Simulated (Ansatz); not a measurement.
# C: the cost of one run

Program: Ansatz 0.2.0. Level of theory: DFT PBE+D3(BJ), scalar-relativistic, plane waves, PAW. These are calculated values, not measurements.

The COD entry's cell or inner coordinates are ideal or old and differ from later refinements, so a difference from it is no clean test against experiment.

1 further run of the same task is left out (set aside as unsound or not needed).

### Step 1. The starting structure

Symmetry: P6_3/mmc, No. 194, hexagonal system. The conventional cell has a = 2.465 Å, b = 2.465 Å, c = 6.741 Å, α = 90.00°, β = 90.00°, γ = 120.00°. Around C (site symmetry -6m2) lie 3 C at 1.42 Å.

Coordinates:

```cif
data_structure
_symmetry_space_group_name_H-M 'P 1'
_symmetry_Int_Tables_number 1
_cell_length_a 2.4650
_cell_length_b 2.4650
_cell_length_c 6.7405
_cell_angle_alpha 90.000
_cell_angle_beta 90.000
_cell_angle_gamma 120.000
_cell_volume 35.47
loop_
_atom_site_label
_atom_site_type_symbol
_atom_site_fract_x
_atom_site_fract_y
_atom_site_fract_z
_atom_site_occupancy
C1 C 0.00000 0.00000 0.00250 1
C2 C 0.00000 0.00000 0.50250 1
C3 C 0.33333 0.66667 0.00250 1
C4 C 0.66667 0.33333 0.50250 1
```

This cell was relaxed beforehand with the same method: volume 8.87 Å³/atom, gap on the mesh none (metal).

### Step 2. Cutting the slab

Planes are indexed in the bulk's conventional cell (P6_3/mmc (No. 194)), a = 2.465 Å, b = 2.465 Å, c = 6.741 Å, α = 90.00°, β = 90.00°, γ = 120.00°.

A (001) slab, 6.7 Å thick as cut, with 17 Å of vacuum; its outer planes are C (top) and C (bottom).

The slab as cut. Layers, bottom to top:

```tsv
plane	atoms per cell	height over the lowest (Å)
1	C2	0.00
2	C2	3.37
3	C2	6.74
```

### Step 3. Relaxing the clean slab

File input.yaml:

```yaml
crystal:
  lattice:
    - [2.4649634496, 0.0, 0.0]
    - [-1.2324817248, 2.1347209667, 0.0]
    - [0.0, 0.0, 23.7405394514]
  atoms:
    - { symbol: C, position: [0.0, 0.0, 0.3580373637] }
    - { symbol: C, position: [0.3333333333, 0.6666666667, 0.358037357] }
    - { symbol: C, position: [0.0, 0.0, 0.5000000033] }
    - { symbol: C, position: [0.6666666667, 0.3333333333, 0.4999999967] }
    - { symbol: C, position: [0.0, 0.0, 0.641962643] }
    - { symbol: C, position: [0.3333333333, 0.6666666667, 0.6419626363] }
basis:
  ecutwfc: 420
kpoints:
  mp_grid: { grid: [12, 12, 1] }
hamiltonian:
  xc: pbe
  dispersion: d3bj
scf:
  occupations: { method: gaussian, width: 0.1 }
output:
  forces: true
  eigenvalues: true
relax:
  adjacent_minimum: "off"
  f_tol: 0.03
  max_steps: 70
  constraints: [{ sites: [0, 1] }]
efield:
  axis: 3
  dipole_correction: true
```

What time and memory should one allow on 1 thread of an Arm CPU, shared host?

About 6.2 s, with a peak of 0.31 GiB.
